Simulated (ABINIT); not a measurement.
The system is AlN.

```
CELL_PARAMETERS angstrom
3.11300 0.00000 0.00000
-1.55650 2.69594 0.00000
0.00000 0.00000 4.98100
ATOMIC_POSITIONS crystal
Al 0.66667 0.33333 0.50000
Al 0.33333 0.66667 0.00000
N 0.66667 0.33333 0.88000
N 0.33333 0.66667 0.38000
```

Base run:

```yaml
Program: ABINIT 10.8.3 (patched build)
Functional: BP86
Potentials_or_basis: JTH PAW PBE v2.0
Cutoff: 680 eV
k_mesh: 10 × 10 × 6
Occupations: fermi-dirac, width 0.05 eV
Spin: no spin polarisation
```

Its results: band gap on the k mesh 4.27 eV, direct; largest force 0.125 eV/Å.

Problem. The run is repeated on the same cell with these changes: functional from BP86 to HCTH407. What comes out?

Solution. Band gap on the k mesh 4.58 eV, direct; largest force 0.138 eV/Å.

Caveats: the PAW data sets were made with another functional, which shifts forces and pressure a little.

A k mesh can miss the band edges.

Not every run made on this cell is shown here.
